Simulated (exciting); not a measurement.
# O K-edge absorption of ZnO (zincite), all-electron BSE, part 3 of 3

How far do the exchange and direct terms reshape the O K edge of ZnO (zincite)?

exciting sodium; X-ray absorption, core-level Bethe-Salpeter equation, exchange and statically screened direct term, Tamm-Dancoff, all-electron LAPW+lo PBEsol.

So far. Step 6 (Exchange alone): Maxima (height): 7.8 eV (1.32), 9.9 eV (0.58), 13.2 eV (0.51) and 19.3 eV (0.22). The spectrum differs from the independent-particle run by 3 % r.m.s. Step 7 (A changed run): Wall time by task: writepmatxs 4.9 s, scrcoulint 64 s, exccoulint 29 s, bse 0.72 s.

## 7. A changed run (continued)

The input has a fault: far too few conduction bands in the BSE. Against the singlet run the r.m.s. difference is 60 %. The highest maximum lies at 3.2 eV (0.47), against 5.3 eV (1.00). Transitions to the missing bands are absent and can't mix into the lines that are left.

```tsv
E (eV)	first run	this run
-3.0	0.02	0.01
-2.0	0.03	0.02
-1.0	0.05	0.03
0.0	0.13	0.07
1.0	0.36	0.20
2.0	0.70	0.37
3.0	0.90	0.47
4.0	0.88	0.44
5.0	0.95	0.42
6.0	0.97	0.36
7.0	0.52	0.32
8.0	0.30	0.09
9.0	0.36	0.04
10.0	0.29	0.02
11.0	0.30	0.01
12.0	0.29	0.01
13.0	0.19	0.01
14.0	0.17	0.00
15.0	0.16	0.00
16.0	0.10	0.00
17.0	0.12	0.00
18.0	0.15	0.00
19.0	0.18	0.00
20.0	0.18	0.00
21.0	0.24	0.00
```

## 8. Coarser mesh

Changed against the first singlet run: k mesh from 5×5×3 to 3×3×2.

Contents of input.xml:

```
<input>
  <title>ZnO</title>
  <structure speciespath="." autormt="false" epslat="1.0e-5">
    <crystal>
      <basevect>6.1403022134 0.0000000000 0.0000000000</basevect>
      <basevect>-3.0701511067 5.3176577037 0.0000000000</basevect>
      <basevect>0.0000000000 0.0000000000 9.8373642927</basevect>
    </crystal>
    <species speciesfile="Zn.xml" rmt="2.097">
      <atom coord="0.6666666667 0.3333333333 0.0000000000"/>
      <atom coord="0.3333333333 0.6666666667 0.5000000000"/>
    </species>
    <species speciesfile="O.xml" rmt="1.520">
      <atom coord="0.3333333333 0.6666666667 0.8790100000"/>
      <atom coord="0.6666666667 0.3333333333 0.3790100000"/>
    </species>
  </structure>
  <groundstate do="skip" xctype="GGA_PBE_SOL" ngridk="5 5 3" rgkmax="7" gmaxvr="14" nempty="8" swidth="0.001" maxscl="100" epsengy="1e-5"/>
  <xs xstype="BSE" ngridk="3 3 2" ngridq="3 3 2" vkloff="0.097 0.273 0.493" rgkmax="7" nempty="23" gqmax="3" lmaxapwwf="5" lmaxemat="2" broad="0.01654" tevout="true">
    <energywindow intv="18.076 19.693" points="439"/>
    <screening screentype="full" nempty="41"/>
    <BSE xas="true" xasspecies="2" xasatom="1" xasedge="K" bsetype="singlet" nstlxas="1 19"/>
    <qpointset>
      <qpoint>0 0 0</qpoint>
    </qpointset>
    <plan>
      <doonly task="xsgeneigvec"/>
      <doonly task="writepmatxs"/>
      <doonly task="scrgeneigvec"/>
      <doonly task="scrwritepmat"/>
      <doonly task="screen"/>
      <doonly task="scrcoulint"/>
      <doonly task="exccoulint"/>
    </plan>
  </xs>
</input>
```

Contents of input.xml for the last start (plan only):

```
  <plan>
    <doonly task="bse"/>
  </plan>
```

On the command line:

```console
> OMP_NUM_THREADS=1 mpirun -n 4 exciting
> OMP_NUM_THREADS=4 exciting
```

Numbers of over 12 decimals in the logs are rounded to 6 here.

The program printed:

```text
| EXCITING SODIUM started for task xsgeneigvec ( 301)                          =
One-shot GS runs for BSE calculations
One-shot GS runs for k+qmt/2 grids
Info(xsgeneigvec): Generating eigenvectors for Q-point      1
Info(xsgeneigvec): Generation of eigenvectors finished
| EXCITING SODIUM started for task writepmatxs ( 320)                          =
Info(writepmatxs): Momentum matrix elements finished
| EXCITING SODIUM started for task scrgeneigvec ( 401)                         =
One-shot GS runs for BSE calculations
One-shot GS runs for k+qmt/2 grids
[...]
Info(setup_bse_block): Setting up RR part of hamiltonian
Info(setup_bse_block): Singlet spin state
Info(bse): Diagonalizing RR Hamiltonian (TDA)
Info(bse): Invoking Lapack routine ZHEEVR
       684 eigen solutions found in the interval:
         i1=       1 i2=     684
Info(bse): Writing excition energies and oscillator strengths to text file.
Info(makespectrum_dist): Making spectrum using formula for coupling with time reversed AR basis.
Info(makespectrum_dist): Using formalism for vanishing momentum transfer.
Info(writederived): Writing quantities derived from the macroscopic dielectric function.
Info(bselauncher): Spectrum finished for iqmt=  1
Info(bselauncher): All done for BSE type singlet
```

Elapsed: 94 s, on 4 MPI ranks of Arm Neoverse V2, shared host.

These settings are cheaper. Against the singlet run the r.m.s. difference is 13 %. The highest maximum lies at 4.3 eV (1.15), against 5.3 eV (1.00). The first bright state moves from 0.26 to 0.49 eV. The lowest bare transition of this run lies at 1.61 eV, against 0.89. A coarse mesh samples few band energies, and it inflates the long-range part of the attraction.

```tsv
E (eV)	first run	this run
-3.0	0.02	0.02
-2.0	0.03	0.03
-1.0	0.05	0.06
0.0	0.13	0.14
1.0	0.36	0.39
2.0	0.70	0.69
3.0	0.90	0.86
4.0	0.88	0.99
5.0	0.95	0.92
6.0	0.97	0.97
7.0	0.52	0.49
8.0	0.30	0.33
9.0	0.36	0.32
10.0	0.29	0.32
11.0	0.30	0.35
12.0	0.29	0.24
13.0	0.19	0.21
14.0	0.17	0.18
15.0	0.16	0.08
16.0	0.10	0.15
17.0	0.12	0.14
18.0	0.15	0.16
19.0	0.18	0.15
20.0	0.18	0.22
21.0	0.24	0.26
```

## 9. From independent particles to the full kernel

```tsv
level	curve passes 0.15 (eV)	highest maximum (eV)	its height
IP	2.4	7.8	1.34
RPA	2.4	7.8	1.32
singlet	0.1	5.3	1.00
```

```tsv
E (eV)	IP	RPA	singlet
-3.0	0.01	0.01	0.02
-2.0	0.01	0.01	0.03
-1.0	0.02	0.02	0.05
0.0	0.03	0.03	0.13
1.0	0.07	0.07	0.36
2.0	0.12	0.12	0.70
3.0	0.23	0.22	0.90
4.0	0.34	0.33	0.88
5.0	0.41	0.39	0.95
6.0	0.52	0.49	0.97
7.0	0.72	0.68	0.52
8.0	1.16	1.19	0.30
9.0	0.51	0.52	0.36
10.0	0.56	0.57	0.29
11.0	0.45	0.46	0.30
12.0	0.42	0.43	0.29
13.0	0.48	0.49	0.19
14.0	0.31	0.32	0.17
15.0	0.26	0.27	0.16
16.0	0.21	0.21	0.10
17.0	0.14	0.14	0.12
18.0	0.15	0.15	0.15
19.0	0.21	0.21	0.18
20.0	0.20	0.20	0.18
21.0	0.24	0.25	0.24
```

## 10. What came out

```json
{
  "absorber and edge": "O K, atom 3",
  "surroundings": "4 Zn at 1.97 Å (tetrahedral, site symmetry 3m)",
  "first bright state": "0.26 eV from the Kohn–Sham onset, on this mesh",
  "highest maximum": "5.3 eV",
  "cost of the BSE run": "9.1 min on 4 MPI ranks of Arm Neoverse V2, shared host; the last task ran on as many threads"
}
```

In words: Is a core exciton bound? Undecided on this mesh: the first bright state (over 5 % of the brightest) lies at 0.26 eV from the Kohn–Sham onset and at -0.63 eV from the lowest bare transition of its own mesh. Exchange alone changes the independent-particle spectrum by 3 % r.m.s. With 75 k points the binding energies are rough, and fine structure above the first lines is partly noise of the mesh. Exchange and the short-range direct term aren't converged in the kernel cutoff. The zero comes from the unshifted 5×5×3 ground-state mesh; it is exact only where the band minimum lies on that mesh. The Kohn–Sham onset, 504 eV, is no photon energy: the scale needs a rigid shift. No quasiparticle correction widens the gap or stretches the bands. Vibrations and energy-dependent lifetimes are left out. The structure is a published determination, not relaxed.

[Banner, clock and machine lines of the logs are left out without a mark of their own.]

[Logs are printed without paths, hosts, clocks, repeated set-up lines and the standing remarks that a program may print on its own settings, such as how far it seeks lower states.]

[Hosts, paths, dates, database ids (printed as entryN), source tags and the programs' standing remarks are cut or masked in the printed files.]
